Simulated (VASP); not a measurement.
# SnO₂: convergence, relaxation of the atoms

SnO₂, P1 (no. 1), 6 atoms in the cell. PBEsol; PAW potentials Sn_d, O (PBE set). VASP 6.6.1.

Wanted: energy within 10 meV/atom; shortest distances from each atom, periodic images included within 0.02 Å.

What the run is for: geometry; Accuracy asked: screening.

POSCAR:
```
SnO2
1.0
    4.7380000000      0.0000000000      0.0000000000
    0.0000000000      4.7380000000      0.0000000000
    0.0000000000      0.0000000000      3.1865000000
Sn O
2 4
Direct
    0.5030000000      0.5006450000      0.5053450000
    0.0000860000     -0.0042310000      0.0180180000
    0.8144840000      0.1997870000      0.5010620000
    0.6845470000      0.6905760000      0.0001620000
    0.1911260000      0.8118830000      0.5029950000
    0.3201780000      0.3030190000      0.0004700000
```

The series start from Plane-wave cutoff (eV): 520; k-point mesh: 3 × 3 × 4; Ionic threshold (EDIFFG): -0.01; Electronic threshold (eV): 1e-6; Precision mode (PREC): Accurate; Relaxation algorithm: IBRION=2; Electronic steps between moves: NELMIN=4 ALGO=Normal. Each series keeps the choices made before it, and each single choice may use up half of a tolerance.

## Plane-wave cutoff (eV)

| Plane-wave cutoff (eV) | Energy less reference (meV/atom) | Shortest distances from each atom, periodic images included, largest deviation (Å) | Time (s) |
|---|---|---|---|
| 360 | -20 | 0.000 | 50 |
| 400 | -9 | 0.001 | 56 |
| 460 | 1 | 0.000 | 64 |
| 520 | 2 | 0.000 | 86 |
| 640 (reference) | 0 | 0.000 | 91 |

Chosen: 460, the loosest value from which every tighter one stays within half of the tolerance.

## k-point mesh

| k-point mesh | Energy less reference (meV/atom) | Shortest distances from each atom, periodic images included, largest deviation (Å) | Time (s) |
|---|---|---|---|
| 2 × 2 × 2 | 93 | 0.008 | 37 |
| 2 × 2 × 3 | 16 | 0.001 | 36 |
| 3 × 3 × 4 | 3 | 0.000 | 64 |
| 4 × 4 × 6 | 0 | 0.000 | 100 |
| 5 × 5 × 7 (reference) | 0 | 0.000 | 143 |

Chosen: 3 × 3 × 4.

## Ionic threshold (EDIFFG)

| Ionic threshold (EDIFFG) | Energy less reference (meV/atom) | Shortest distances from each atom, periodic images included, largest deviation (Å) | Time (s) |
|---|---|---|---|
| -0.1 | 0 | 0.003 | 22 |
| -0.05 | 0 | 0.002 | 27 |
| -0.02 | 0 | 0.001 | 32 |
| -0.01 | 0 | 0.000 | 64 |
| -0.005 | 0 | 0.000 | 64 |
| -0.002 (reference) | 0 | 0.000 | 75 |

Chosen: -0.1.

## Electronic threshold (eV)

| Electronic threshold (eV) | Energy less reference (meV/atom) | Shortest distances from each atom, periodic images included, largest deviation (Å) | SCF iterations | Time (s) |
|---|---|---|---|---|
| 0.0001 | 0 | 0.000 | 36 | 16 |
| 1e-5 | 0 | 0.000 | 40 | 19 |
| 1e-6 | 0 | 0.000 | 48 | 22 |
| 1e-7 (reference) | 0 | 0.000 | 55 | 24 |

Chosen: 0.0001.

## Precision mode (PREC)

| Precision mode (PREC) | Energy less reference (meV/atom) | Shortest distances from each atom, periodic images included, largest deviation (Å) | SCF iterations | Time (s) |
|---|---|---|---|---|
| Normal | 0 | 0.000 | 36 | 11 |
| Accurate (reference) | 0 | 0.000 | 36 | 16 |

Chosen: Normal.

## Relaxation algorithm

| Relaxation algorithm | Energy less reference (meV/atom) | Shortest distances from each atom, periodic images included, largest deviation (Å) | SCF iterations | Time (s) |
|---|---|---|---|---|
| IBRION=2 | 0 | 0.000 | 36 | 11 |
| IBRION=2 POTIM=0.2 | 0 | 0.001 | 37 | 13 |
| IBRION=2 POTIM=0.8 | 0 | 0.001 | 37 | 14 |
| IBRION=1 | 0 | 0.002 | 27 | 10 |
| IBRION=1 POTIM=0.2 | 0 | 0.002 | 29 | 11 |
| IBRION=1 POTIM=0.3 NFREE=10 | 0 | 0.003 | 25 | 9.5 |
| IBRION=3 POTIM=0.2 SMASS=0.4 | 0 | 0.005 | 64 | 22 |
| IBRION=3 POTIM=0.3 | 0 | 0.010 | 33 | 11 |

Chosen: IBRION=2; no other choice that stays within half of the tolerance saves 30 % of the time.

## Electronic steps between moves

| Electronic steps between moves | Energy less reference (meV/atom) | Shortest distances from each atom, periodic images included, largest deviation (Å) | SCF iterations | Time (s) |
|---|---|---|---|---|
| NELMIN=4 ALGO=Normal | 0 | 0.000 | 36 | 11 |
| ALGO=Normal | 0 | 0.000 | 33 | 11 |
| NELMIN=4 MAXMIX=40 ALGO=Normal | 0 | 0.000 | 38 | 13 |
| NELMIN=4 ALGO=Fast | 0 | 0.000 | 48 | 15 |
| NELMIN=4 MAXMIX=40 ALGO=Fast | 0 | 0.001 | 61 | 18 |

Chosen: NELMIN=4 ALGO=Normal.

## All choices together

| Input | Energy less reference (meV/atom) | Shortest distances from each atom, periodic images included, largest deviation (Å) | Time (s) |
|---|---|---|---|
| the program's defaults (naive) | -6 | 0.002 | 11 |
| chosen settings | 3 | 0.003 | 11 |
| reference settings throughout | 0 | 0.000 | 316 |

The tolerance is met.

## The input

INCAR:
```
GGA = PS
ISMEAR = 0
SIGMA = 0.03
LWAVE = F
LCHARG = F
ISIF = 2
NSW = 120
PREC = Normal
LASPH = T
LREAL = F
ALGO = Normal
EDIFF = 1E-4
NELM = 120
GGA_COMPAT = F
IBRION = 2
EDIFFG = -0.1
NELMIN = 4
ENCUT = 460
EFERMI = MIDGAP
KPAR = 8
```

KPOINTS:
```
Automatic mesh
0
Gamma
  3 3 4
  0 0 0
```

Commands:
```
cat potpaw_PBE.64/Sn_d/POTCAR potpaw_PBE.64/O/POTCAR > POTCAR
mpirun -np 8 vasp_std > vasp.out
```

The naive input happens to agree within the tolerance here, in 11 s.

The chosen input took VASP 6.6.1 11 s on 8 cores (Intel Xeon Platinum 8488C (Sapphire Rapids)), a shared host.

## An input that fails: force threshold below the noise of the forces

It gives no converged result.

Changes against the starting input:
```
- NSW = 120
- PREC = Accurate
- EDIFF = 1e-06
- NELM = 120
- EDIFFG = -0.01
- NELMIN = 4
+ NSW = 30
+ PREC = Low
+ EDIFF = 0.001
+ NELM = 61
+ EDIFFG = -0.0001
```
